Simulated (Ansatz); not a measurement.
Geometry optimisation in Ansatz: input, command and trajectory.

```yaml
crystal:
  lattice:
    - [0.0, 2.1633848192, 3.6320761139]
    - [1.2494062401, 0.0, 3.6320761139]
    - [1.2494062401, 2.1633848192, 0.0]
  atoms:
    - { symbol: C, position: [0.1666821177, 0.8333178823, 0.1666821177] }
    - { symbol: C, position: [0.8333178823, 0.1666821177, 0.8333178823] }
basis:
  ecutwfc: 420
kpoints:
  mp_grid: { grid: [18, 18, 18] }
hamiltonian:
  xc: pbe
  dispersion: d3bj
scf:
  occupations: { method: gaussian, width: 0.02 }
output:
  forces: true
  stress: true
  eigenvalues: true
relax:
  adjacent_minimum: "off"
  f_tol: 0.01
  max_steps: 30
  cell: { stress_tol: 0.1, fix: [volume] }
```

```bash
ansatz run input.yaml --threads 1 --pin off --max-ram 2560MiB --backend cpu --events-out ev --progress --plain --runs-dir out
```

Computed with Ansatz, DFT PBE+D3(BJ), scalar-relativistic, plane waves, PAW.

The volume is held at 1.1 times that of the relaxed cell.

Of 6 frames 5 are shown, positions in Å and forces in eV/Å; the SCF threshold varies from step to step. Steps run on the plane waves of an earlier cell, with a Pulay correction in the pressure. The basis is chosen afresh for the last frame, the zero of the energies, and at times for earlier ones too; energy and pressure step there, also at an unchanged geometry.

```xyz
2
Lattice="0.0000 2.1634 3.6321 1.2494 0.0000 3.6321 1.2494 2.1634 0.0000" Properties=species:S:1:pos:R:3:forces:R:3 pbc="T T T" step=1 free_energy_over_end_meV_per_atom=10.15 pressure_GPa=-10.51
C     1.2494    0.7212    3.6321    0.0000   -0.0007    0.0000
C     1.2494    3.6056    3.6321    0.0000    0.0007    0.0000
2
Lattice="0.0000 2.1462 3.6907 1.2394 0.0000 3.6907 1.2394 2.1462 0.0000" Properties=species:S:1:pos:R:3:forces:R:3 pbc="T T T" step=2 free_energy_over_end_meV_per_atom=1.27 pressure_GPa=-4.64
C     1.2394    0.7154    3.6907    0.0000   -0.0006    0.0000
C     1.2394    3.5769    3.6907    0.0000    0.0006    0.0000
2
Lattice="0.0000 2.1382 3.7184 1.2348 0.0000 3.7184 1.2348 2.1382 0.0000" Properties=species:S:1:pos:R:3:forces:R:3 pbc="T T T" step=3 free_energy_over_end_meV_per_atom=0.30 pressure_GPa=-1.81
C     1.2348    0.7128    3.7184    0.0000   -0.0003    0.0000
C     1.2348    3.5637    3.7184    0.0000    0.0003    0.0000
2
Lattice="0.0000 2.1382 3.7184 1.2348 0.0000 3.7184 1.2348 2.1382 0.0000" Properties=species:S:1:pos:R:3:forces:R:3 pbc="T T T" step=4 free_energy_over_end_meV_per_atom=0.00 pressure_GPa=-1.78
C     1.2348    0.7128    3.7184    0.0000   -0.0002    0.0000
C     1.2348    3.5637    3.7184    0.0000    0.0002    0.0000
2
Lattice="0.0000 2.1379 3.7197 1.2346 0.0000 3.7197 1.2346 2.1379 0.0000" Properties=species:S:1:pos:R:3:forces:R:3 pbc="T T T" step=6 free_energy_over_end_meV_per_atom=0.00 pressure_GPa=-1.65
C     1.2346    0.7127    3.7197    0.0000   -0.0001    0.0000
C     1.2346    3.5631    3.7197    0.0000    0.0001    0.0000
```

The run took 51 s on 1 thread of Arm Neoverse V2, with other jobs on the host, peak memory 0.46 GiB.